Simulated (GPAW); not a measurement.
# PtSe2 (Sudovikovite) (P-3m1) in GPAW: notebook

One crystal, PtSe2 (Sudovikovite), is run at these levels: PBE+U, PBEsol+U; tasks: single point.

Everything below comes from runs of GPAW 26.7.0. Logs are shortened: lines on timing, memory, paths and dates and some standing lists are left out, and cuts for length are marked. The log counts tension as positive stress, the text compression.

### Step 1. Starting point

It takes space group P-3m1 (No. 164, trigonal). Conventional cell: a = 3.724 Å, b = 3.724 Å, c = 5.062 Å, α = 90.00°, β = 90.00°, γ = 120.00°. Around Pt (site symmetry -3m) lie 6 Se at 2.49 Å. Se (site symmetry 3m) has 3 Pt at 2.49 Å as nearest neighbours.

### Step 2. Single point, PBE+U (atoms moved at random, drawn with an rms of 0.05 Å)

run.py

```python
from ase.dft.bandgap import bandgap
from ase.io import read, write
from ase.units import GPa
from gpaw import GPAW, PW

atoms = read('PtSe2.cif')

calc = GPAW(mode=PW(400),
            xc='PBE',
            kpts={'size': (7, 7, 4), 'gamma': True},
            occupations={'name': 'fermi-dirac', 'width': 0.05},
            setups={'Pt': '10:d,5.0'},
            nbands=-12,
            convergence={'density': 1e-05, 'energy': 1e-05},
            maxiter=80,
            txt='gpaw.txt')
atoms.calc = calc
energy = atoms.get_potential_energy()
forces = atoms.get_forces()
stress = atoms.get_stress()
calc.write('gs.gpw')
write('result.traj', atoms)
print(f'Energy: {energy:.6f} eV')
print('Forces (eV/A):')
print(forces.round(4))
print('Stress (GPa):', (stress / GPa).round(3))
print('Fermi level:', round(calc.get_fermi_level(), 4), 'eV')
print(f'Gap: {bandgap(calc)[0]:.4f} eV, direct: {bandgap(calc, direct=True)[0]:.4f} eV')
```

PtSe2.cif

```cif
data_PtSe2
_cell_length_a 3.72400000
_cell_length_b 3.72400000
_cell_length_c 5.06200000
_cell_angle_alpha 90.00000000
_cell_angle_beta 90.00000000
_cell_angle_gamma 120.00000000
_space_group_name_H-M_alt 'P1'
_space_group_name_Hall 'P 1'
_space_group_IT_number 1
loop_
_space_group_symop_operation_xyz
'x,y,z'
loop_
_atom_site_label
_atom_site_type_symbol
_atom_site_symmetry_multiplicity
_atom_site_Wyckoff_symbol
_atom_site_fract_x
_atom_site_fract_y
_atom_site_fract_z
_atom_site_occupancy
Pt1 Pt 1 a 0.0113330000 0.0226290000 0.0066020000 1
Se1 Se 1 a 0.6503450000 0.3313450000 0.7400010000 1
Se2 Se 1 a 0.3323820000 0.6551270000 0.2463110000 1
```

Potentials or basis: GPAW PAW data sets (gpaw-data 1.2.1), other valence, pw.

On the command line:

```
> OMP_NUM_THREADS=1 python run.py
```

gpaw.txt:

```text
__  _  _
 | _ |_)|_||  |
 |__||  | ||/\| - 26.7.0

Input parameters:
  mode=PW(ecut=400.0),
  convergence={'density': 1e-05, 'energy': 1e-05},
  kpts=MonkhorstPack(size=(7, 7, 4), gamma=True),
  maxiter=80,
  nbands=-12,
  occupations=Occupations(name='fermi-dirac', width=0.05),
  setups={'Pt': '10:d,5.0'},
  xc=XC(name='PBE')

Diagonalizing LCAO Hamiltonian
Converting LCAO to pw mode

            Se

         Se

       Pt

Atoms  # Å, Bohr magnetons
|   | symbol |        x |        y |        z |    initial magnetic moments |
|---|--------|----------|----------|----------|-----------------------------|
| 0 |     Pt | 0.000069 | 0.072980 | 0.033419 | ( 0.0000,  0.0000,  0.0000) |
| 1 |     Se | 1.804920 | 1.068614 | 3.745885 | ( 0.0000,  0.0000,  0.0000) |
| 2 |     Se | 0.017944 | 2.112836 | 1.246826 | ( 0.0000,  0.0000,  0.0000) |

Unit cell  # Å
| periodic |         x |        y |        z |  lengths |     angles |
|----------|-----------|----------|----------|----------|------------|
|      yes |  3.724000 | 0.000000 | 0.000000 | 3.724000 |  90.000000 |
|      yes | -1.862000 | 3.225079 | 0.000000 | 3.724000 |  90.000000 |
|      yes |  0.000000 | 0.000000 | 5.062000 | 5.062000 | 120.000000 |

Number of symmetries: 1
Symmetry operations  # r_c * U_cc + t_c -> r_c
|   | kind |            matrix            |
|---|------|------------------------------|
| 0 |  E   |  1, 0, 0,  0, 1, 0,  0, 0, 1 |

BZ-sampling:
  Number of BZ points: 196
  Number of IBZ points: 99

  Monkhorst-Pack size: [7, 7, 4]
  Monkhorst-Pack shift: [0.0, 0.0, 0.125]

K-points  # in reciprocal-cell coordinates
|     |                                coordinates |     weight |
|-----|--------------------------------------------|------------|
|   0 | (  0.00000000,   0.00000000,   0.00000000) | 0.00510204 |
|   1 | (  0.00000000,   0.00000000,   0.25000000) | 0.01020408 |
|   2 | (  0.00000000,   0.00000000,   0.50000000) | 0.00510204 |
|   3 | (  0.00000000,   0.14285714,  -0.25000000) | 0.01020408 |
|   4 | (  0.00000000,   0.14285714,   0.00000000) | 0.01020408 |
|   5 | (  0.00000000,   0.14285714,   0.25000000) | 0.01020408 |
|   6 | (  0.00000000,   0.14285714,   0.50000000) | 0.01020408 |
|   7 | (  0.00000000,   0.28571429,  -0.25000000) | 0.01020408 |
|   8 | (  0.00000000,   0.28571429,   0.00000000) | 0.01020408 |
|   9 | (  0.00000000,   0.28571429,   0.25000000) | 0.01020408 |
| ... |                                            |            |
|  98 | (  0.42857143,   0.42857143,   0.50000000) | 0.01020408 |

Plane wave coefficients: 1121
Cutoff: 400.0 eV

Spin-components: 1 (collinear spins)
Bands:           23
Projectors:      16
Spin-degeneracy: 2
Datatype:        complex128

Density:
  Valence electrons: 22.0
  Components: 1
  Grid points: [18 18 24]
  Charge: 0.0  # |e|

Potential:
  Grid points: [18 18 24]

species:
  Pt:
    name:    Platinum
    Z:       78.0
    valence: 10
    core:    68
    charge:  0.0  # [|e|]
    Hubbard: {U: 5.0,  # eV
              l: 2,
              scale: True}
    compensation charges:
      type: gauss
      rc: 0.38  # [Å]
      lmax: 2
    cutoffs:
      filter: 2.51  # [Å]
      core: 2.91  # [Å]
    projectors
    | kind |    occ | energy [eV] | rcut [Å] |
    |------|--------|-------------|----------|
    |   6s |  1.000 |      -5.628 |    1.323 |
    |   6p |  0.000 |      -0.845 |    1.429 |
    |   5d |  9.000 |      -6.153 |    1.217 |
    |    s |        |      21.583 |    1.323 |
    |    p |        |      26.366 |    1.429 |
    |    d |        |      21.058 |    1.217 |

    Using partial waves for Pt as LCAO basis

  Se:
    name:    Selenium
    Z:       34.0
    valence: 6
    core:    28
    charge:  0.0  # [|e|]
    compensation charges:
      type: gauss
      rc: 0.27  # [Å]
      lmax: 2
    cutoffs:
      filter: 1.77  # [Å]
      core: 2.67  # [Å]
    projectors
    | kind |    occ | energy [eV] | rcut [Å] |
    |------|--------|-------------|----------|
    |   4s |  2.000 |     -17.277 |    0.847 |
    |   4p |  4.000 |      -6.512 |    1.005 |
    |    s |        |       9.935 |    0.847 |
    |    p |        |      20.699 |    1.005 |
    |    d |        |       0.000 |    0.847 |

    Using partial waves for Se as LCAO basis

Reference energy: -632582.427032  # eV

eigensolver:
  PPCG
  Converge bands: occupied
  niter=2

density mixing:
  MSR1-Mixer
  Pratt-step length: 0.05
  Maximum mixing coefficient: 0.75
  Old densities: 10
  SVD Regularization: 0.005
  Good broyden scale: 1.0
  Trust region scale: 1.0
  Backstep threshold: 4.0
  History deletion threshold: 6.0
  Fourier metric: weight=20.0, sigma=0.015

occupation numbers:
  Fermi-Dirac:
    width: 0.0500  # eV

poisson solver:
  ecut: 3200.0  # eV

xc functional:
  name: PBE with 2 nearest neighbor stencil

convergence criteria:
- Maximum integral of absolute [dens]ity change: 1e-05 electrons / valence electron
- Maximum [total energy] change in last 3 cyles: 1e-05 eV / valence electron
- Maximum integral of absolute [eigenst]ate change: 4e-08 eV^2 / valence electron
maximum number of iterations: 80

SCF iterations
|iter     | |      energy | eigst |  dens |
|---------|-|-------------|-------|-------|
|iter:   1| |  -11.435286 | -0.33 |       |
|iter:   2| |  -11.458300 | -2.56 | -1.28 |
|iter:   3| |  -11.678355 | -2.29 | -1.30 |
|iter:   4| |  -11.726675 | -3.27 | -1.87 |
|iter:   5| |  -11.734964 | -3.52 | -2.04 |
|iter:   6| |  -11.742037 | -4.23 | -2.43 |
|iter:   7| |  -11.742790 | -4.93 | -2.86 |
|iter:   8| |  -11.742857 | -6.37 | -3.39 |
|iter:   9| |  -11.742880c| -6.19 | -3.53 |
|iter:  10| |  -11.742881c| -7.63c| -4.23 |
|iter:  11| |  -11.742881c| -7.45c| -4.74 |
|iter:  12| |  -11.742881c| -8.33c| -5.47c|

Converged in 12 steps
Energy contributions relative to reference atoms: (reference = -632582.427032)

Energy contributions:
  Kinetic:          46.338848
  Coulomb:         -43.759656
  Zero:             -0.249901
  External:          0.000000
  Xc:              -14.068667
  Entropy:          -0.007009
  Spinorbit:         0.000000
  ----------------------------
  Free energy:     -11.746386
  Extrapolated:    -11.742881

dipole moment: (-6.864793, -10.931078, -17.927482)  # |e|*Ang

Fermi level: 8.291
Eigenvalues  # (at kpt = [0.000, 0.000, 0.000])
| band index |      eig [eV] | occ [0-2] |
|------------|---------------|-----------|
|          0 |        -7.173 |     2.000 |
|        ... |               |           |
|          2 |         0.749 |     2.000 |
|          3 |         1.644 |     2.000 |
|          4 |         1.672 |     2.000 |
|          5 |         3.080 |     2.000 |
|          6 |         3.199 |     2.000 |
|          7 |         4.820 |     2.000 |
[... 8 lines left out ...]
|         16 |        16.177 |     0.000 |
|         17 |        20.171 |     0.000 |
|        ... |               |           |
|         22 |        21.071 |     0.000 |

No gap
No difference between direct/indirect transitions

Forces  # eV/Ang
|        x |        y |        z |
|----------|----------|----------|
| -0.29213 | -1.58682 | -1.22064 |  # Pt   0
|  0.45665 |  0.48779 | -0.10259 |  # Se   1
| -0.16450 |  1.09905 |  1.32334 |  # Se   2

Stress tensor  # eV/Ang^3
|         x |         y |         z |
|-----------|-----------|-----------|
| -0.040897 | -0.006247 |  0.012609 |
| -0.006247 | -0.056581 | -0.011337 |
|  0.012609 | -0.011337 | -0.040964 |

# Writing to gs.gpw (mode='')
```

Wall time 47 s (1 thread of Arm Neoverse V2, shared host); peak memory 0.2 GiB.

The run converged, but some of its settings lie outside the range that counts as converged, so its numbers aren't taken as properties of the crystal.

What came out:

```
Free energy            : -11.7464 eV
Pressure               : 7.4 GPa
Largest force          : 2.023 eV/Å
Band gap on the k mesh : none (metal or under the smearing width)
```

Caveat: the cutoff is short for stress and forces, so pressures can be off by a GPa or more; U without spin polarisation on a metal has little footing.

### Step 3. Single point, PBEsol+U

run.py: that of step 2 with these lines changed.

```diff
@@ -1,14 +1,24 @@
 from ase.dft.bandgap import bandgap
-from ase.io import read, write
+from ase.io import write
+from ase.spacegroup import crystal
 from ase.units import GPa
-from gpaw import GPAW, PW
+from gpaw import GPAW, PW, setup_paths
 
-atoms = read('PtSe2.cif')
+setup_paths.insert(0, '.')
+
+# Pt 1a
+# Se 2d
+atoms = crystal(['Pt', 'Se'],
+                basis=[[0.0, 0.0, 0.0],
+                       [0.6666666667, 0.3333333333, 0.75]],
+                spacegroup=164, setting=1,  # P-3m1
+                cellpar=[3.724, 3.724, 5.062, 90.0, 90.0, 120.0],
+                primitive_cell=True)
 
 calc = GPAW(mode=PW(400),
-            xc='PBE',
+            xc='PBEsol',
             kpts={'size': (7, 7, 4), 'gamma': True},
             occupations={'name': 'fermi-dirac', 'width': 0.05},
-            setups={'Pt': '10:d,5.0'},
-            nbands=-12,
+            setups={'Pt': ':d,7.0'},
+            nbands=26,
             convergence={'density': 1e-05, 'energy': 1e-05},
```

Potentials or basis: PAW data sets generated in the run's folder for this functional, pw.

On the command line:

```
> gpaw-setup -f PBEsol Pt Se
> OMP_NUM_THREADS=1 python run.py
```

Wall time 25 s (1 thread of Arm Neoverse V1, shared host); peak memory 0.15 GiB.

The run converged, but some of its settings lie outside the range that counts as converged, so its numbers aren't taken as properties of the crystal.

What came out:

```yaml
Free_energy: -13.6131 eV
Pressure: -0.7 GPa
Largest_force: 0.292 eV/Å
Band_gap_on_the_k_mesh: none (metal or under the smearing width)
```

Caveat: the cutoff is short for stress and forces, so pressures can be off by a GPa or more; U without spin polarisation on a metal has little footing.

### Step 4. Single point, PBE+U

run.py

```python
from ase.dft.bandgap import bandgap
from ase.io import read, write
from ase.units import GPa
from gpaw import GPAW, PW

atoms = read('POSCAR')

calc = GPAW(mode=PW(400),
            xc='PBE',
            kpts={'size': (7, 7, 4), 'gamma': True},
            occupations={'name': 'fermi-dirac', 'width': 0.05},
            setups={'Pt': ':d,7.0'},
            nbands=26,
            convergence={'density': 1e-05, 'energy': 1e-05},
            maxiter=80,
            txt='gpaw.txt')
atoms.calc = calc
energy = atoms.get_potential_energy()
forces = atoms.get_forces()
stress = atoms.get_stress()
calc.write('gs.gpw')
write('result.traj', atoms)
print(f'Energy: {energy:.6f} eV')
print('Forces (eV/A):')
print(forces.round(4))
print('Stress (GPa):', (stress / GPa).round(3))
print('Fermi level:', round(calc.get_fermi_level(), 4), 'eV')
print(f'Gap: {bandgap(calc)[0]:.4f} eV, direct: {bandgap(calc, direct=True)[0]:.4f} eV')
```

POSCAR

```
PtSe2
1.0
    3.7240000000      0.0000000000      0.0000000000
   -1.8620000000      3.2250786037      0.0000000000
    0.0000000000      0.0000000000      5.0620000000
Pt Se
1 2
Direct
    0.0000000000      0.0000000000      0.0000000000
    0.6666666667      0.3333333333      0.7500000000
    0.3333333333      0.6666666667      0.2500000000
```

Potentials or basis: GPAW PAW data sets (gpaw-data 1.2.1), pw.

On the command line:

```
> OMP_NUM_THREADS=1 python run.py
```

Run time: 19 s. Hardware: 1 thread of Arm Neoverse V1, shared host; peak memory 0.15 GiB.

These settings aren't checked as converged: the numbers below hold their error.

What came out:

```
Free energy            : -11.9453 eV
Pressure               : 4.6 GPa
Largest force          : 0.571 eV/Å
Band gap on the k mesh : none (metal or under the smearing width)
```

Caveat: the cutoff is short for stress and forces, so pressures can be off by a GPa or more; U without spin polarisation on a metal has little footing.
